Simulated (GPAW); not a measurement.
The system is CdS (Greenockite).

```
CELL_PARAMETERS angstrom
4.15000 0.00000 0.00000
-2.07500 3.59401 0.00000
0.00000 0.00000 6.73700
ATOMIC_POSITIONS crystal
Cd 0.66667 0.33333 0.50000
Cd 0.33333 0.66667 0.00000
S 0.66667 0.33333 0.87500
S 0.33333 0.66667 0.37500
```

```yaml
Program: GPAW 26.7.0
Task: relaxation of cell and atoms
Functional: revTPSS
Dispersion: D3
Potentials_or_basis: GPAW PAW data sets (gpaw-data 1.2.1)
Cutoff: 600 eV
Basis: pw
k_mesh: 5 × 5 × 3
Occupations: fermi-dirac, width 0.05 eV
Spin: no spin polarisation
```

At the start: pressure -2.6 GPa; volume 25.12 Å³/atom.

Problem. Where does the relaxation end?

Solution. Over 12 steps the energy falls by 8.8 meV/atom and the volume is 24.10 Å³/atom (-4.1 %); space group P6_3mc (No. 186, to 0.05 Å).

The path:
```csv
step,energy change (eV),largest force (eV/Å),pressure (GPa),volume (Å³)
1,0.0000,0.0886,-2.55,100.48
2,-0.0068,0.0761,-2.31,100.05
3,-0.0330,0.0356,0.11,96.34
4,-0.0334,0.0195,-0.05,96.57
5,-0.0336,0.0047,-0.09,96.62
6,-0.0339,0.0222,-0.05,96.56
7,-0.0340,0.0292,0.01,96.47
8,-0.0340,0.0317,0.09,96.36
9,-0.0342,0.0300,0.17,96.26
10,-0.0345,0.0227,0.22,96.19
11,-0.0348,0.0099,0.18,96.24
12,-0.0350,0.0019,0.07,96.38
```

Final structure:
```
Cd S
1.0
     4.11350    0.00000    0.00000
    -2.05675    3.56240    0.00000
     0.00000    0.00000    6.57717
Cd S
2 2
Direct
  0.66667 0.33333 0.49652
  0.33333 0.66667 0.99651
  0.66667 0.33333 0.87846
  0.33333 0.66667 0.37847
```

Caveat: later steps reuse the first step's grids; the PAW data sets were made with another functional, which shifts forces and pressure a little.
